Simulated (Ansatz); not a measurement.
# BAs (F-43m) in Ansatz: notebook

The runs below take BAs through band structure, phonons, single point, equation of state, with PBEsol, RPBE+D4.

All numbers are computed with Ansatz 0.2.0; they aren't measurements. Logs are shortened: lines on timing, memory, paths and dates and some standing lists are left out, and cuts for length are marked.

**The experiment to reproduce.**

“Basic Physical Properties of Cubic Boron Arsenide”, 2019, arxiv:1911.11281 quotes, for a bulk crystal of BAs: bulk modulus 148 GPa.

How close the calculation comes is told below.

**1. The structure**

Symmetry: F-43m, No. 216, cubic system. The conventional cell has a = 4.777 Å, b = 4.777 Å, c = 4.777 Å, α = 90.00°, β = 90.00°, γ = 90.00°. Around As (site symmetry -43m) lie 4 B at 2.07 Å. B (site symmetry -43m) is surrounded by 4 As at 2.07 Å.

**2. Band structure, PBEsol**

Contents of input.yaml:

```yaml
crystal:
  lattice:
    - [0.0, 2.3885, 2.3885]
    - [2.3885, 0.0, 2.3885]
    - [2.3885, 2.3885, 0.0]
  atoms:
    - { symbol: As, position: [0.75, 0.75, 0.75] }
    - { symbol: B, position: [0.0, 0.0, 0.0] }
hamiltonian:
  xc: pbesol
  pseudopotentials: { kind: paw }
kpoints:
  mp_grid: { grid: [10, 10, 10] }
  band_path:
    path:
      - [[0.0, 0.0, 0.0], [0.5, 0.0, 0.5], [0.5, 0.25, 0.75], [0.375, 0.375, 0.75], [0.0, 0.0, 0.0], [0.5, 0.5, 0.5], [0.625, 0.25, 0.625], [0.5, 0.25, 0.75], [0.5, 0.5, 0.5], [0.375, 0.375, 0.75]]
      - [[0.625, 0.25, 0.625], [0.5, 0.0, 0.5]]
    npoints: 14
scf:
  occupations: { method: fermi_dirac, width: 0.05 }
  n_extra_bands: 6
output:
  forces: true
  stress: true
  eigenvalues: true
  fatbands: false
```

Potentials or basis: Ansatz PAW.

Started as:

```console
> ansatz run input.yaml --threads 2 --pin off --max-ram 5120MiB --backend cpu --events-out ev --progress --plain --runs-dir out
```

The log of the run:

```text
Warning: RAYON_NUM_THREADS=2 ignored (pool sized by the plan → 2); use --threads N
scf.n_extra_bands = 6 over 9 filled bands (N_el = 18.0): the run solves 15 bands
Engine: ansatz 0.2.0, x86_64-unknown-linux-gnu
Pseudopotentials: kind: paw
Pseudopotential: As, paw, valence charge 15, recommended cutoff 420 eV (normal), As.paw.azcp
Pseudopotential: B, paw, valence charge 3, recommended cutoff 420 eV (normal), B.paw.azcp
Functional definition: PBEsol
  exchange = pbesol_x
  correlation = pbesol_c
Crystal: 2 atoms, lattice volume = 27.252 Å³
Basis set: ecut = 420 eV, 531 PW (Γ), exchange–correlation on 48×48×48 points (8 copies of the dense FFT grid, shifted against one another)
Bands: 15, of which v1, the nominal top of the filled ones, is band 9 counted from 1 (8 counted from 0)
Symmetry: 24 space group operations
Space group: F-43m (ITA 216), of the structure as read, at distance tolerance 3.0e-5 Å
k-points: 47 of 1000 (time reversal used)
Non-local potential: As, projectors of the file, l = 0: 2, l = 1: 2, l = 2: 3, l = 3: 1
Non-local potential: B, projectors of the file, l = 0: 2, l = 1: 2, l = 2: 1
PAW form: soft (Blöchl's): semilocal exchange-correlation on the pseudo side does not see the compensation charge
PAW frozen core: As, regenerated for the run's functional, and the local potential with it (the file was generated under x = pbe(κ = 0.804, μ = 0.2195149727645171), c = pbe(β = 0.06672455060314922))
PAW frozen core: B, regenerated for the run's functional, and the local potential with it (the file was generated under x = pbe(κ = 0.804, μ = 0.2195149727645171), c = pbe(β = 0.06672455060314922))
PAW one-centre angular grid: As, 590 points (default); XC on 64 Gauss nodes
PAW one-centre angular grid: B, 110 points (default); XC on 64 Gauss nodes
Initial density: superposition of atomic densities (neutral atoms: chi_scale 0, normalization atom), corrected by the library's trained network
Initial wavefunctions: pseudopotential atomic-orbital guess
Functional: x = pbesol(κ = 0.804, μ = 0.12345679012345678), c = pbesol(β = 0.046)
SCF iter   1: F=—  HF=-4965.769876 eV  |F-HF|=—  |Δ(HF+E_count)|=         —  Δρ=4.81e-3  dr2=8.76e-3  ethr=1.77e-3  ⟨swp⟩=5.5  Hψ=3951  notcnv=0  defer=2
preconditioner: auto → none  [insulator: Δε(μ)=1.058 eV  Ē_g=14.576 eV  σ=0.050 eV  W_gap=1.00  n_scr=8 (ndim 8)  ℏωp=20.1 eV  f_vac=0.001  D(μ)=0.00/eV (n_scr^D=0)  ε∞_Penn≈2.9]
SCF iter   2: F=—  HF=-4965.767149 eV  |F-HF|=—  |Δ(HF+E_count)|=   2.73e-3  Δρ=1.09e-3  dr2=4.05e-4  ethr=4.86e-5  ⟨swp⟩=2.0  Hψ=1264  notcnv=0  defer=46
SCF iter   3: F=—  HF=-4965.767017 eV  |F-HF|=—  |Δ(HF+E_count)|=   1.32e-4  Δρ=3.99e-4  dr2=3.32e-5  ethr=2.25e-6  ⟨swp⟩=2.0  Hψ=1054  notcnv=0  defer=46
SCF iter   4: F=—  HF=-4965.767029 eV  |F-HF|=—  |Δ(HF+E_count)|=   1.20e-5  Δρ=1.65e-4  dr2=4.27e-6  ethr=1.84e-7  ⟨swp⟩=1.5  Hψ=728  notcnv=0  defer=46
iter 5 did not close the SCF: its close was put off for the readings that it lacked (scf_convergence_deferred on its scf_iter line)
SCF iter   5: F=-4965.767033 eV  HF=-4965.767033 eV  |F-HF|=1.05e-7  |Δ(HF+E_count)|=   3.76e-6  Δρ=2.49e-5  dr2=7.07e-8  ethr=2.37e-8  ⟨swp⟩=2.0  Hψ=808  notcnv=0  defer=46
SCF iter   6: F=-4965.767033 eV  HF=-4965.767033 eV  |F-HF|=3.41e-10  |Δ(HF+E_count)|=   1.13e-7  Δρ=1.18e-6  dr2=2.21e-10  ethr=3.93e-10  ⟨swp⟩=5.2  Hψ=2954  notcnv=0
SCF 1 converged in 6 iterations: F = -4965.767033 eV  dr2 = 2.21e-10
NSCF: frozen V_eff on 142 k-points
SCF converged after 6 iterations
Free energy (F): -4965.767033 eV
Harris-Foulkes:  -4965.767033 eV  (|F-HF|=3.41e-10)
Internal energy: -4965.767033 eV  (E = F + TS)
E sigma→0 (E₀):  -4965.767033 eV
Entropy (-TS):   -0.000000 eV (-0.000 meV/atom)
Fermi energy:    11.559833 eV
--- Per-component energies (eV) ---
  E_band       = -212.180220
  E_kinetic    = 151.829935
  E_local      = -1696.364005  (includes V_loc(G=0)·N_el)
  E_nonlocal   = -655.497527
  E_hartree    = 939.738485
  E_xc         = -110.669578
  E_vxc        = -117.470746  (∫ρ·V_xc dr)
  E_paw        = -1870.010493  (= ΣΔE_a)
  E_vpaw       = 225.844937  (= ΣTr[D̂ρ^β])
  E_aug_tail   = 0.000007  (compensation charges beyond the density's cutoff)
  E_ewald      = -1725.774997
  E_core_change = 0.981140  (= ΣΔE_core)
  E_smearing   = -0.000000  (= −TS)
  E_closure    = 0.000000  (closes the sum)
  Σ components = -4965.767033   (vs F -4965.767033, Δ=0.00e0)
--- Forces (eV/Å), atoms counted from 1 ---
  atom   1  As    -0.00000000     0.00000000     0.00000000
  atom   2  B     -0.00000000     0.00000000     0.00000000
  max |Σ_I F_I| component: 4.82e-16 eV/Å
--- Stress (GPa, compression-positive) ---
       -0.797081       0.000000      -0.000000
        0.000000      -0.797081       0.000000
       -0.000000       0.000000      -0.797081
  P = ⅓ Tr σ = -0.7971 GPa (-7.971 kbar)
--- Band table (eV; the first three rows and the last of 47) ---
  k-point 0: bands = ["-24.7836", "-24.7836", "-24.7836", "-24.7607", "-24.7607", "-4.4021", "11.0346", "11.0346", "11.0346", "14.2783", "14.2783", "14.2783", "15.6934", "20.3829", "24.1385"]
  k-point 1: bands = ["-24.7833", "-24.7828", "-24.7828", "-24.7606", "-24.7606", "-4.2375", "9.6298", "10.7306", "10.7306", "14.4191", "14.6786", "14.6786", "16.5698", "21.0381", "22.9604"]
  k-point 2: bands = ["-24.7825", "-24.7810", "-24.7810", "-24.7604", "-24.7604", "-3.7520", "7.2564", "10.1539", "10.1539", "14.1982", "15.3976", "15.3976", "18.1789", "22.0545", "22.2115"]
  k-point 46: bands = ["-24.7820", "-24.7746", "-24.7679", "-24.7639", "-24.7572", "-0.0726", "2.9394", "5.6311", "5.8860", "15.4967", "15.8202", "18.8279", "18.8915", "23.3305", "26.5599"]
```

It took 1.8 s on 2 threads of AMD EPYC 7B13 (Zen 3), shared host; peak memory 0.36 GiB.

What came out:

- Free energy: -4965.7670 eV
- Pressure: -0.8 GPa
- Band gap on the k mesh: 1.09 eV, indirect (least direct gap 3.24 eV)
- Band gap along the path: 1.09 eV, indirect (least direct gap 3.24 eV)

Levels at the corners of the path, in eV from the valence-band top:
```tsv
point	band 5	band 6	band 7	band 8	band 9	band 10	band 11	band 12	band 13	band 14
Γ	-35.80	-15.44	0.00	0.00	0.00	3.24	3.24	3.24	4.66	9.35
X	-35.79	-11.25	-8.52	-4.10	-4.10	1.32	1.35	11.36	11.36	12.79
W	-35.79	-11.09	-8.03	-5.54	-5.24	5.19	5.91	6.68	7.02	12.29
K	-35.79	-11.29	-8.13	-6.00	-3.50	1.95	5.48	9.20	9.71	10.55
Γ	-35.80	-15.44	0.00	0.00	0.00	3.24	3.24	3.24	4.66	9.35
L	-35.79	-12.56	-8.82	-1.83	-1.83	2.65	4.74	4.74	8.73	12.56
U	-35.79	-11.29	-8.13	-6.00	-3.50	1.95	5.48	9.20	9.71	10.55
W	-35.79	-11.09	-8.03	-5.54	-5.24	5.19	5.91	6.68	7.02	12.29
L	-35.79	-12.56	-8.82	-1.83	-1.83	2.65	4.74	4.74	8.73	12.56
K	-35.79	-11.29	-8.13	-6.00	-3.50	1.95	5.48	9.20	9.71	10.55
U	-35.79	-11.29	-8.13	-6.00	-3.50	1.95	5.48	9.20	9.71	10.55
X	-35.79	-11.25	-8.52	-4.10	-4.10	1.32	1.35	11.36	11.36	12.79
```

Caveat: the PAW data sets come from PBE, with cores solved anew for the run's functional, which leaves a small shift of forces and pressure. Expect the measured gap to be larger: semilocal functionals such as PBEsol lack the derivative discontinuity.

**3. Phonons, PBEsol**

input.yaml: that of step 2 with these lines changed.

```diff
@@ -12,4 +12,12 @@
 kpoints:
-  mp_grid: { grid: [10, 10, 10] }
-  band_path:
+  mp_grid: { grid: [8, 8, 8] }
+scf:
+  occupations: { method: fixed }
+phonons:
+  method: dfpt
+  dielectric: true
+  rigid_motions: translations
+  qmesh: [2, 2, 2]
+  temperatures: { t_max: 1000, t_step: 100 }
+  qpath:
     path:
@@ -17,10 +25,2 @@
       - [[0.625, 0.25, 0.625], [0.5, 0.0, 0.5]]
-    npoints: 14
-scf:
-  occupations: { method: fermi_dirac, width: 0.05 }
-  n_extra_bands: 6
-output:
-  forces: true
-  stress: true
-  eigenvalues: true
-  fatbands: false
+    npoints: 8
```

Potentials or basis: Ansatz PAW.

Started as:

```console
> ansatz run input.yaml --threads 2 --pin off --max-ram 5120MiB --backend cpu --events-out ev --progress --plain --runs-dir out
```

The log of the run:

```text
Warning: phonons: the dynamical matrix that this run interpolates holds no multipole term above the dipole-dipole one, and a site of this crystal is no centre of inversion, so its interpolated transverse optical and acoustic branches and sound speeds can stay off near Gamma, and the density of states and the thermodynamics with them. What a run solves at a wave vector of phonons.qpoints, Gamma apart, where the deck admits one, is free of this, and under fd what a larger phonons.supercell samples
Warning: RAYON_NUM_THREADS=2 ignored (pool sized by the plan → 2); use --threads N
[... 7 set-up lines as earlier in the session ...]
Crystal: 2 atoms, lattice volume = 27.252 Å³
Basis set: ecut = 420 eV, 531 PW (Γ), exchange–correlation on 48×48×48 points (8 copies of the dense FFT grid, shifted against one another)
[... 107 lines left out ...]
      ω (cm⁻¹)  modes    IR ((D/Å)²/amu)
        686.81      2             1.0926
        689.95      1             0.5463
  optical modes at Γ + LO–TO along q̂ = [0.0000, 0.0000, 1.0000]:
      ω (cm⁻¹)  modes    IR ((D/Å)²/amu)
        686.81      2             1.0926
        689.95      1             0.5463
--- Phonons (arbitrary-q DFPT): 3 irreducible q on the 2×2×2 mesh ---
  q = [0.0000, 0.0000, 0.0000] (star 1, of the zone-centre solve; hermiticity 5.37e-8, symmetrization 1.48e-13): -0.00 -0.00 -0.00 686.81 686.81 686.81
  q = [0.0000, 0.0000, -0.5000] (star 4, 2 solved perturbations on 150 of 512 k-point pairs; hermiticity 4.60e-6, symmetrization 1.22e-6): 136.41 136.41 305.94 662.01 662.01 695.90
  q = [0.0000, -0.5000, -0.5000] (star 3, 4 solved perturbations in 308 linear systems a pass and spin channel, the states on 95 of 512 k-point pairs; hermiticity 4.16e-8, symmetrization 2.01e-10): 188.64 188.64 315.04 623.75 623.75 723.99
  sum rule: each row above includes the acoustic sum rule's correction from the zone centre's row sums; it moved no ω² by more than (0.20 cm⁻¹)²
  mesh force constants: q→R imaginary residual 3.25e-17; ASR residual 1.130e-5 → 0.000e0 eV/Å²; symmetrization residual 1.066e-14 eV/Å²
  interpolated dispersion: 83 rows × 6 modes
  density of states and harmonic sums: on the 22×22×22 q-mesh, interpolated from the force constants of a 2×2×2 supercell (with the dipole–dipole term)
  largest difference from the sums on the solved wave vectors: F 5.52e-2 eV, S 8.75e-5 and C_V 3.23e-5 eV/K
  zero-point energy: 0.161261 eV/cell   skipped modes (ω ≤ 0): 3   left out of the sums: 4.70e-5 of the cell's modes: C_V's classical limit lies that fraction below 3 k_B per atom; for a crystal, a wire or a layer, F and S can be off by more, and a phonons.interpolated_qmesh denser along its periods is the remedy for the sampling
```

optical_modes.tsv:

```text
# format = ansatz-optical-modes/1
# cell_volume_ang3 = 2.7252461358250002e1
[... 8 lines left out ...]
0e0	1e0	0e0	6.86807675473571e2	2	1.0926304266200495e0	2.3679967457224272e-2	8.104963968661515e-19	4.923112532031788e-19	2.77409337880068e-35	1.8243359669568787e-28	2.3679967457224255e-2
0e0	1e0	0e0	6.899470182380722e2	1	5.463152133100242e-1	5.093792545250123e-36	3.4730511327271634e-19	6.114359554116074e-35	2.3679967457224237e-2	4.168894431149483e-18	7.339402306808073e-34
0e0	0e0	1e0	6.86807675473571e2	2	1.0926304266200493e0	2.3679967457224272e-2	1.157801510138871e-18	1.9552787361261374e-19	2.3679967457224237e-2	2.5013729597174327e-16	2.6422631357171284e-30
0e0	0e0	1e0	6.899470182380722e2	1	5.463152133100246e-1	3.719615517221752e-36	-3.082746361125838e-33	2.967833795905651e-19	2.5549213576065513e-30	-2.459684016370606e-16	2.3679967457224255e-2
```

phbands.tsv:

```text
# q_distance	omega_0_inv_cm	omega_1_inv_cm	omega_2_inv_cm	omega_3_inv_cm	omega_4_inv_cm	omega_5_inv_cm	omega_0_thz	omega_1_thz	omega_2_thz	omega_3_thz	omega_4_thz	omega_5_thz
# format = ansatz-phbands/1
[... 84 lines left out ...]
8.326909	187.794839	193.786139	313.515567	624.526695	625.087153	722.254230	5.629948	5.809562	9.398960	18.722839	18.739641	21.652637
8.385038	188.431089	189.963310	314.655570	623.947258	624.087963	723.552272	5.649022	5.694957	9.433137	18.705468	18.709686	21.691551
8.443167	188.643171	188.643171	315.037329	623.753055	623.753055	723.990031	5.655380	5.655380	9.444582	18.699646	18.699646	21.704675
```

It took 22 s on 2 threads of AMD EPYC 7B13 (Zen 3), shared host; peak memory 0.57 GiB.

What came out:

```
Free energy                                        : -4965.7647 eV
Band gap on the k mesh                             : 1.10 eV, indirect (least direct gap 3.24 eV)
Electronic dielectric tensor (diagonal)            : 9.89
Born charges (mean of the diagonal)                : As +0.47; B -0.47 e
Highest phonon frequency, LO-TO splitting left out : 724 cm⁻¹
Static dielectric tensor (diagonal)                : 9.98
```

Levels at points of the mesh, in eV from the valence-band top:
```
             k point  band 7  band 8  band 9  band 10  band 11  band 12
  (0.00, 0.00, 0.00)    0.00    0.00    0.00     3.24     3.24     3.24
 (0.00, 0.00, -0.50)   -8.82   -1.83   -1.83     2.65     4.74     4.74
(0.00, -0.50, -0.50)   -8.52   -4.10   -4.10     1.32     1.35    11.36
 (-0.50, 0.00, 0.00)   -8.82   -1.83   -1.83     2.65     4.74     4.74
(-0.50, 0.00, -0.50)   -8.52   -4.10   -4.10     1.32     1.35    11.36
```

Phonon frequencies in cm⁻¹ (negative: imaginary):
| q point | frequencies |
| --- | --- |
| (0.000, 0.000, 0.000) | 0 0 0 687 687 687 |
| (0.000, 0.000, -0.500) | 136 136 306 662 662 696 |
| (0.000, -0.500, -0.500) | 189 189 315 624 624 724 |

Electronic dielectric tensor:
```
9.89 0.00 0.00
0.00 9.89 0.00
0.00 0.00 9.89
```

Born effective charge tensors (e):
atom 1, As
```
0.47 0.00 0.00
0.00 0.47 0.00
0.00 0.00 0.47
```
atom 2, B
```
-0.47  0.00  0.00
 0.00 -0.47  0.00
 0.00  0.00 -0.47
```

Static dielectric tensor, electrons and zone-centre modes:
```
9.98 0.00 0.00
0.00 9.98 0.00
0.00 0.00 9.98
```

Caveat: the q mesh is small, so phonon branches between its points and thermal values are rough; the PAW data sets come from PBE, with cores solved anew for the run's functional, which leaves a small shift of forces and pressure. A hybrid or GW would open this gap; PBEsol tends to underestimate it.

**4. Single point, RPBE+D4, 12.81 Å³/atom (volume scaled by 0.94)**

Contents of input.yaml:

```yaml
crystal:
  lattice:
    - [0.0, 2.3397414207, 2.3397414207]
    - [2.3397414207, 0.0, 2.3397414207]
    - [2.3397414207, 2.3397414207, 0.0]
  atoms:
    - { symbol: As, position: [0.75, 0.75, 0.75] }
    - { symbol: B, position: [0.0, 0.0, 0.0] }
hamiltonian:
  xc: rpbe
  pseudopotentials: { kind: paw }
  dispersion: d4
kpoints:
  mp_grid: { grid: [10, 10, 10] }
scf:
  occupations: { method: fermi_dirac, width: 0.05 }
output:
  forces: true
  stress: true
  eigenvalues: true
```

Potentials or basis: Ansatz PAW.

Started as:

```console
> ansatz run input.yaml --threads 2 --pin off --max-ram 5120MiB --backend cpu --events-out ev --progress --plain --runs-dir out
```

The log of the run:

```text
Warning: RAYON_NUM_THREADS=2 ignored (pool sized by the plan → 2); use --threads N
[... 4 set-up lines as earlier in the session ...]
Functional definition: RPBE
  parameter kappa = 0.804
  parameter beta = 0.06672455060314922
  exchange = rpbe_x(kappa = kappa, mu = beta*pi^2/3)
  correlation = pbe_c(beta = beta)
Crystal: 2 atoms, lattice volume = 25.617 Å³
Basis set: ecut = 420 eV, 531 PW (Γ), exchange–correlation on 48×48×48 points (8 copies of the dense FFT grid, shifted against one another)
Bands: 13, of which v1, the nominal top of the filled ones, is band 9 counted from 1 (8 counted from 0)
[... 1 set-up line as earlier in the session ...]
Space group: F-43m (ITA 216), of the structure as read, at distance tolerance 2.9e-5 Å
k-points: 47 of 1000 (time reversal used)
[... 8 set-up lines as earlier in the session ...]
[... 9 lines left out ...]
SCF 1 converged in 6 iterations: F = -5020.597342 eV  dr2 = 9.02e-9
SCF converged after 6 iterations
Free energy (F): -5020.597342 eV
Harris-Foulkes:  -5020.597342 eV  (|F-HF|=1.11e-8)
Internal energy: -5020.597342 eV  (E = F + TS)
E sigma→0 (E₀):  -5020.597342 eV
Entropy (-TS):   -0.000000 eV (-0.000 meV/atom)
Fermi energy:    12.806028 eV
--- Per-component energies (eV) ---
  E_band       = -193.139035
  E_kinetic    = 154.643977
  E_local      = -1636.981571  (includes V_loc(G=0)·N_el)
  E_nonlocal   = -659.514519
  E_hartree    = 919.139748
  E_xc         = -112.500974
  E_vxc        = -118.897695  (∫ρ·V_xc dr)
  E_paw        = -1921.722385  (= ΣΔE_a)
  E_vpaw       = 229.327726  (= ΣTr[D̂ρ^β])
  E_aug_tail   = 0.000004  (compensation charges beyond the density's cutoff)
  E_ewald      = -1761.738944
  E_disp       = -1.677948  (pairwise vdW)
  E_core_change = -0.244730  (= ΣΔE_core)
  E_smearing   = -0.000000  (= −TS)
  E_closure    = -0.000000  (closes the sum)
  Σ components = -5020.597342   (vs F -5020.597342, Δ=0.00e0)
--- Forces (eV/Å), atoms counted from 1 ---
  atom   1  As    -0.00000000     0.00000000     0.00000000
  atom   2  B     -0.00000000     0.00000000    -0.00000000
  max |Σ_I F_I| component: 5.57e-16 eV/Å
--- Stress (GPa, compression-positive) ---
        4.163098      -0.000000      -0.000000
       -0.000000       4.163098       0.000000
       -0.000000       0.000000       4.163098
  P = ⅓ Tr σ = 4.1631 GPa (41.631 kbar)
--- Band table (eV; the first three rows and the last of 47) ---
  k-point 0: bands = ["-23.6533", "-23.6533", "-23.6533", "-23.6252", "-23.6252", "-3.7403", "12.2509", "12.2509", "12.2509", "15.6126", "15.6126", "15.6126", "17.7553"]
  k-point 1: bands = ["-23.6529", "-23.6523", "-23.6523", "-23.6252", "-23.6252", "-3.5663", "10.8110", "11.9265", "11.9265", "15.8899", "16.0393", "16.0393", "18.5053"]
  k-point 2: bands = ["-23.6519", "-23.6500", "-23.6500", "-23.6249", "-23.6249", "-3.0521", "8.3424", "11.3149", "11.3149", "15.7859", "16.7940", "16.7940", "20.0001"]
  k-point 46: bands = ["-23.6512", "-23.6417", "-23.6334", "-23.6293", "-23.6208", "0.9673", "3.7936", "6.5252", "6.7906", "16.8443", "17.3420", "20.4690", "20.5606"]
```

It took 0.89 s on 2 threads of AMD EPYC 7B13 (Zen 3), shared host; peak memory 0.36 GiB.

Results:

* Free energy: -5020.5973 eV
* Pressure: 4.2 GPa
* Band gap on the k mesh: 1.15 eV, indirect (least direct gap 3.36 eV)

Caveat: the PAW data sets come from PBE, with cores solved anew for the run's functional, which leaves a small shift of forces and pressure.

**5. Single point, RPBE+D4, 13.08 Å³/atom (volume scaled by 0.96)**

input.yaml: that of step 4 with these lines changed.

```diff
@@ -2,5 +2,5 @@
   lattice:
-    - [0.0, 2.3397414207, 2.3397414207]
-    - [2.3397414207, 0.0, 2.3397414207]
-    - [2.3397414207, 2.3397414207, 0.0]
+    - [0.0, 2.3562190158, 2.3562190158]
+    - [2.3562190158, 0.0, 2.3562190158]
+    - [2.3562190158, 2.3562190158, 0.0]
   atoms:
@@ -20 +20,5 @@
   eigenvalues: true
+  write_density: true
+  write_potential: true
+  elf: true
+  volumetric_format: npy
```

Started as:

```console
> ansatz run input.yaml --threads 2 --pin off --max-ram 5120MiB --backend cpu --events-out ev --progress --plain --runs-dir out
```

Run time: 1.1 s. Hardware: 2 threads of AMD EPYC 7B13 (Zen 3), shared host; peak memory 0.36 GiB.

The run converged. Its results:

```
Free energy            : -5020.6058 eV
Pressure               : 0.9 GPa
Band gap on the k mesh : 1.17 eV, indirect (least direct gap 3.33 eV)
```

Caveat: the PAW data sets come from PBE, with cores solved anew for the run's functional, which leaves a small shift of forces and pressure.

(Continued in part 2 of 2.)
